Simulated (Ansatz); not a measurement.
# MoS2: how well frozen cores do, part 2 of 2

Aim: solve MoS2 at one geometry with LAPW, all electrons, PAW on the default files and all-electron PAW on datasets made for the crystal, and see where they agree.

Ansatz 0.2.0; DFT PBE; a database cell (COD). «Crystal datasets» are all-electron PAW datasets made for this crystal.

## (3) PAW on the default files

Input file input.yaml:

```yaml
crystal:
  lattice:
    - [1.5815003568, 0.9130796567, 6.12333]
    - [-1.5815003568, 0.9130796567, 6.12333]
    - [0.0, -1.8261593134, 6.12333]
  atoms:
    - { symbol: Mo, position: [0.0, 0.0, 0.0] }
    - { symbol: S, position: [0.7484, 0.7484, 0.7484] }
    - { symbol: S, position: [0.5849, 0.5849, 0.5849] }
kpoints:
  mp_grid: { grid: [15, 15, 15] }
  band_path:
    path:
      - [0.0, 0.0, 0.0]
      - [0.5, 0.5, 0.5]
      - [0.8185098338, 0.1814901662, 0.5]
      - [0.5, -0.1814901662, 0.1814901662]
      - [0.5, 0.0, 0.0]
      - [0.0, 0.0, 0.0]
      - [0.3407450831, -0.3407450831, 0.0]
      - [0.6592549169, 0.0, 0.3407450831]
      - [0.5, 0.0, 0.5]
    npoints: 8
scf:
  occupations: { method: fermi_dirac, width: 0.05 }
hamiltonian:
  xc: pbe
  pseudopotentials: { kind: paw }
output:
  forces: true
  stress: true
  eigenvalues: true
  efg: { contact_densities: true }
  populations: true
  bader: true
  dos: { projected: true, de: 0.2, e_range: [-14, 8] }
```

The program printed:

```text
basis.fft_grid_basis auto: the FFT boxes are laid along the combinations [[1, 0, -1], [0, 1, -1], [0, 0, 1]] of the cell's own vectors, 3.163, 3.163 and 6.390 Å long. The dense box has 24×24×45 points. Along the cell's own vectors, as sized, it would have 45×45×45, 3.52 times as many. Of the 6 symmetry operations that the crystal satisfies within crystal.symmetry.tolerance (time reversal apart; of a slab, those that keep its plane) the dense box along the cell's own vectors carries 6, and the one as laid loses 4 of those. basis.fft_grid_basis: typed keeps the cell's own vectors: state it where this run's energies or levels are differenced outside the engine with another run's, or held beside a run that keeps those vectors.
Mo: output.efg is read without spin–orbit coupling, which moves field gradients at and beside such atoms by some per cent and up to a factor of two; PAW files take it under magnetization.noncollinear and magnetization.spin_orbit
Engine: ansatz 0.2.0
Pseudopotentials: kind: paw
Pseudopotential: Mo, paw, valence charge 14, recommended cutoff 420 eV (normal)
Pseudopotential: S, paw, valence charge 6, recommended cutoff 420 eV (normal)
Functional definition: PBE
  parameter kappa = 0.804
  parameter beta = 0.06672455060314922
  exchange = pbe_x(kappa = kappa, mu = beta*pi^2/3)
  correlation = pbe_c(beta = beta)
Crystal: 3 atoms, lattice volume = 53.054 Å³
Basis set: ecut = 420 eV, 1011 PW (Γ), FFT grids on a1−a3, a2−a3, a3, exchange–correlation on 48×48×90 points (8 copies of the dense FFT grid, shifted against one another)
Bands: 17, of which v1, the nominal top of the filled ones, is band 13 counted from 1 (12 counted from 0)
Symmetry: 6 space group operations
Space group: R3m (ITA 160), of the structure as read, at distance tolerance 3.8e-5 Å
k-points: 344 of 3375 (time reversal used)
Non-local potential: Mo, projectors of the file, l = 0: 3, l = 1: 2, l = 2: 2, l = 3: 1
Non-local potential: S, projectors of the file, l = 0: 2, l = 1: 2, l = 2: 2
PAW form: soft (Blöchl's): semilocal exchange-correlation on the pseudo side does not see the compensation charge
PAW one-centre angular grid: Mo, 590 points (default); XC on 64 Gauss nodes
PAW one-centre angular grid: S, 110 points (default); XC on 64 Gauss nodes
Initial density: superposition of atomic densities (neutral atoms: chi_scale 0, normalization atom), corrected by the library's trained network
Initial wavefunctions: pseudopotential atomic-orbital guess
Functional: x = pbe(κ = 0.804, μ = 0.2195149727645171), c = pbe(β = 0.06672455060314922)
SCF iter   1: F=—  HF=-6762.678576 eV  |F-HF|=—  |Δ(HF+E_count)|=         —  Δρ=5.64e-3  dr2=4.10e-3  ethr=1.77e-3  ⟨swp⟩=6.0  Hψ=32710  notcnv=0
preconditioner: auto → none  [insulator: Δε(μ)=0.653 eV  Ē_g=8.383 eV  σ=0.050 eV  W_gap=1.00  n_scr=16 (ndim 8)  ℏωp=21.6 eV  f_vac=0.020  D(μ)=0.00/eV (n_scr^D=0)  ε∞_Penn≈7.7]
SCF iter   2: F=—  HF=-6762.682360 eV  |F-HF|=—  |Δ(HF+E_count)|=   3.78e-3  Δρ=2.91e-3  dr2=1.07e-3  ethr=1.58e-5  ⟨swp⟩=2.0  Hψ=11736  notcnv=0
SCF iter   3: F=—  HF=-6762.684699 eV  |F-HF|=—  |Δ(HF+E_count)|=   2.34e-3  Δρ=1.09e-3  dr2=2.08e-3  ethr=4.10e-6  ⟨swp⟩=2.1  Hψ=9068  notcnv=0
SCF iter   4: F=—  HF=-6762.684517 eV  |F-HF|=—  |Δ(HF+E_count)|=   1.82e-4  Δρ=7.45e-4  dr2=6.46e-4  ethr=4.10e-6  ⟨swp⟩=2.0  Hψ=8233  notcnv=0
SCF iter   5: F=—  HF=-6762.684443 eV  |F-HF|=—  |Δ(HF+E_count)|=   7.46e-5  Δρ=1.48e-4  dr2=1.83e-5  ethr=2.49e-6  ⟨swp⟩=2.0  Hψ=6616  notcnv=0
SCF iter   6: F=—  HF=-6762.684509 eV  |F-HF|=—  |Δ(HF+E_count)|=   6.59e-5  Δρ=6.30e-5  dr2=1.38e-6  ethr=7.02e-8  ⟨swp⟩=2.0  Hψ=7879  notcnv=0
SCF iter   7: F=—  HF=-6762.684509 eV  |F-HF|=—  |Δ(HF+E_count)|=   8.99e-7  Δρ=1.64e-5  dr2=2.11e-7  ethr=5.32e-9  ⟨swp⟩=2.0  Hψ=8944  notcnv=0
SCF iter   8: F=-6762.684510 eV  HF=-6762.684510 eV  |F-HF|=1.90e-8  |Δ(HF+E_count)|=   1.16e-7  Δρ=4.73e-6  dr2=5.35e-9  ethr=3.85e-10  ⟨swp⟩=5.7  Hψ=24124  notcnv=0
SCF 1 converged in 8 iterations: F = -6762.684510 eV  dr2 = 5.35e-9
NSCF: frozen V_eff on 65 k-points
SCF converged after 8 iterations
Free energy (F): -6762.684510 eV
Harris-Foulkes:  -6762.684510 eV  (|F-HF|=1.90e-8)
Internal energy: -6762.684501 eV  (E = F + TS)
E sigma→0 (E₀):  -6762.684505 eV
Entropy (-TS):   -0.000009 eV (-0.003 meV/atom)
Fermi energy:    11.530338 eV
--- Per-component energies (eV) ---
  E_band       = -154.822519
  E_kinetic    = 660.140337
  E_local      = -2029.172923  (includes V_loc(G=0)·N_el)
  E_nonlocal   = 199.517847
  E_hartree    = 787.663167
  E_xc         = -379.930951
  E_vxc        = -406.913970  (∫ρ·V_xc dr)
  E_paw        = -4401.844988  (= ΣΔE_a)
  E_vpaw       = -153.721169  (= ΣTr[D̂ρ^β])
  E_aug_tail   = 0.000036  (compensation charges beyond the density's cutoff)
  E_ewald      = -1599.057027
  E_smearing   = -0.000009  (= −TS)
  E_closure    = 0.000000  (closes the sum)
  Σ components = -6762.684510   (vs F -6762.684510, Δ=0.00e0)
--- Forces (eV/Å), atoms counted from 1 ---
  atom   1  Mo     0.00000000     0.00000000    -0.00236590
  atom   2  S      0.00000000     0.00000000     1.29149183
  atom   3  S     -0.00000000    -0.00000000    -1.28911222
  max |Σ_I F_I| component: 1.37e-5 eV/Å
--- Stress (GPa, compression-positive) ---
        6.931460       0.000000      -0.000000
        0.000000       6.931460      -0.000000
       -0.000000      -0.000000      13.941756
  P = ⅓ Tr σ = 9.2682 GPa (92.682 kbar)
--- PAW observables at the nuclei: V_zz in 10²¹ V/m², potentials from the cell's mean, atoms counted from 1 ---
  atom   1  Mo V_zz =    -9.075748   η = 0.0000   by run symmetry: allowed
            electrostatic potential = -6351.427205 V   contact ρ = 595256.724864 e/Å³
  atom   2  S  V_zz =    -6.387475   η = 0.0000   by run symmetry: allowed
            electrostatic potential = -1636.903290 V   contact ρ = 19770.802768 e/Å³
  atom   3  S  V_zz =    -6.254317   η = 0.0000   by run symmetry: allowed
            electrostatic potential = -1636.899242 V   contact ρ = 19770.837928 e/Å³
--- Band table (eV; the first three rows and the last of 344) ---
  k-point 0: bands = ["-50.4457", "-24.6188", "-24.4025", "-24.4025", "-4.1189", "-2.2780", "4.0311", "7.3944", "7.3944", "8.5969", "8.5969", "9.9299", "10.0925", "13.1555", "13.1555", "13.6720", "13.6720"]
  k-point 1: bands = ["-50.4438", "-24.6151", "-24.4210", "-24.4067", "-4.0486", "-2.2598", "4.1102", "7.2511", "7.4686", "8.3569", "8.4860", "9.9622", "10.1592", "13.1006", "13.2818", "13.4375", "13.5929"]
  k-point 2: bands = ["-50.4387", "-24.6047", "-24.4731", "-24.4184", "-3.8449", "-2.2069", "4.3261", "6.8936", "7.6828", "7.8464", "8.2039", "9.9274", "10.1766", "12.9442", "13.1238", "13.3765", "13.6122"]
  k-point 343: bands = ["-50.4438", "-24.6152", "-24.4211", "-24.4067", "-3.8392", "-2.6302", "5.0185", "7.2380", "7.4553", "7.5463", "8.5113", "8.7765", "11.1196", "13.1390", "13.3602", "13.4787", "13.4903"]
--- Löwdin populations: 3 sites ---
  site symbol       q [e]
     0     Mo     13.7120
     1      S      6.0388
     2      S      6.0420
  spilling = 0.007971 (of n_electrons = 26.000000)
--- Bader charges: 3 sites ---
  site symbol  charge [e]  shift [e]
     0     Mo      1.2465     0.0024
     1      S     -0.6226     0.0012
     2      S     -0.6239     0.0012
  estimated error of the sums over rays = 3.0e-4 e
```

It took 60 s on 1 thread, shared host.

Read from it: pressure 9.27 GPa; gap 0.64 eV, indirect from T to S0–S2; largest force 1.291 eV/Å; Vzz Mo1 -9.08 (η = 0.00), S2 -6.39 (η = 0.00), S3 -6.25 (η = 0.00) (10²¹ V/m²).

```csv
atom,Bader charge (e),basin volume (Å³)
Mo1,+1.25,12.15
S2,-0.62,20.43
S3,-0.62,20.48
```

## (4) All-electron PAW on datasets made for the crystal

input.yaml, as its differences from that of step 3:

```diff
@@ -27,3 +27,3 @@
   xc: pbe
-  pseudopotentials: { kind: paw }
+  pseudopotentials: { kind: all_electron, datasets: crystal }
 output:
@@ -33,4 +33 @@
   efg: { contact_densities: true }
-  populations: true
-  bader: true
-  dos: { projected: true, de: 0.2, e_range: [-14, 8] }
```

The program printed (excerpt; [...] marks lines left out):

```text
[...]
band count auto-derived: 19 (N_el = 26.0; filled up to band 13; 17 by the electrons, moments and atoms)
Mo: output.efg is read without spin–orbit coupling, which moves field gradients at and beside such atoms by some per cent and up to a factor of two; PAW files take it under magnetization.noncollinear and magnetization.spin_orbit
[...]
Pseudopotentials: kind: all_electron
Pseudopotential: Mo, paw, valence charge 14, recommended cutoff 300 eV (normal), Koelling and Harmon's equation, gaussian nucleus
Pseudopotential: S, paw, valence charge 6, recommended cutoff 300 eV (normal), Koelling and Harmon's equation, gaussian nucleus
Functional definition: PBE
[...]
Crystal: 3 atoms, lattice volume = 53.054 Å³
Basis set: ecut = 300 eV, 623 PW (Γ), FFT grids on a1−a3, a2−a3, a3, exchange–correlation on 36×36×80 points (8 copies of the dense FFT grid, shifted against one another)
[...]
--- Stress (GPa, compression-positive) ---
        6.949641       0.000000       0.000000
        0.000000       6.949641      -0.000000
        0.000000      -0.000000      13.956233
  P = ⅓ Tr σ = 9.2852 GPa (92.852 kbar)
--- PAW observables at the nuclei: V_zz in 10²¹ V/m², potentials from the cell's mean, atoms counted from 1 ---
  atom   1  Mo V_zz =    -9.081437   η = 0.0000   by run symmetry: allowed
            electrostatic potential = -6351.518271 V   contact ρ = 595310.825942 e/Å³
  atom   2  S  V_zz =    -6.390843   η = 0.0000   by run symmetry: allowed
            electrostatic potential = -1636.769849 V   contact ρ = 19788.881824 e/Å³
  atom   3  S  V_zz =    -6.257401   η = 0.0000   by run symmetry: allowed
            electrostatic potential = -1636.765909 V   contact ρ = 19788.917115 e/Å³
--- Band table (eV; the first three rows and the last of 344) ---
  k-point 0: bands = ["-49.1144", "-23.2855", "-23.0694", "-23.0694", "-2.7848", "-0.9459", "5.3603", "8.7280", "8.7280", "9.9289", "9.9289", "11.2593", "11.4235", "14.4861", "14.4861", "15.0034", "15.0034"]
[...]
```

It took 2.1 min on 1 thread, shared host.

This run gives: pressure 9.29 GPa; gap 0.65 eV, indirect from T to S0–S2; largest force 1.293 eV/Å; Vzz Mo1 -9.08 (η = 0.00), S2 -6.39 (η = 0.00), S3 -6.26 (η = 0.00) (10²¹ V/m²).

```csv
atom,contact density (e/Å³)
Mo1,595310.8
S2,19788.88
S3,19788.92
```

## (5) Comparison

Highest filled and lowest empty level at the labelled points (eV from each run's valence-band top):

```csv
point,LAPW top,LAPW bottom,PAW top,PAW bottom,crystal datasets top,crystal datasets bottom
Γ,-1.17,1.90,-1.17,1.89,-1.17,1.90
T,0.00,1.98,0.00,1.98,0.00,1.98
H2,-1.00,0.69,-1.01,0.69,-1.00,0.69
H0,-1.00,0.69,-1.01,0.69,-1.00,0.69
L,-1.63,1.38,-1.63,1.38,-1.63,1.38
Γ,-1.17,1.90,-1.17,1.89,-1.17,1.90
S0,-0.98,0.66,-0.99,0.65,-0.98,0.66
S2,-0.98,0.66,-0.99,0.65,-0.98,0.66
F,-1.48,1.34,-1.48,1.33,-1.48,1.34
```

| method | pressure (GPa) | gap (eV) | largest force (eV/Å) | Vzz Mo1 (10²¹ V/m²) | Vzz S2 (10²¹ V/m²) | Vzz S3 (10²¹ V/m²) | SCF cycles, all passes |
| --- | --- | --- | --- | --- | --- | --- | --- |
| LAPW | 9.29 | 0.65 | 1.293 | – | – | – | 10 |
| PAW | 9.27 | 0.64 | 1.291 | -9.08 | -6.39 | -6.25 | 8 |
| crystal datasets | 9.29 | 0.65 | 1.293 | -9.08 | -6.39 | -6.26 | 11 |

## (6) Outcome

This closing draws on all 2 parts.

| quantity | value |
| --- | --- |
| pressure | LAPW 9.29, PAW 9.27, crystal datasets 9.29 GPa |
| gap (LAPW) | 0.65 eV, indirect from T to S0–S2 |
| largest force | LAPW 1.293, PAW 1.291, crystal datasets 1.293 eV/Å |
| Bader charges (PAW) | Mo1 +1.25, S2 -0.62, S3 -0.62 e |

The pressure of 9.3 GPa pushes the cell to expand, with the atoms held in place. A gap opens: 0.65 eV, indirect from T to S0–S2. It is the Kohn-Sham gap of a semilocal functional, which mostly lies below the gap found in experiment. Mo 4d states make 53 % of the projected weight in the top eV of the valence band. The projection holds only the free atom's occupied shells (Mo 5s, Mo 4d, S 3s, S 3p in this range). The field gradient at Mo1, the largest by crystal datasets, is -9.08 by PAW and -9.08 by crystal datasets (10²¹ V/m²), within 5 %. No spin–orbit coupling: at heavy atoms the gradients can be off by tens of per cent for that reason. In pressure, PAW differs from LAPW by -0.02 GPa and less than 0.01 eV in the gap. The forces differ by at most 1 meV/Å in a component, on a largest force of 1.293 eV/Å. LAPW took about 6 times as long as PAW (5.7 min against 60 s, on a shared host and with the outputs that each input asks for).
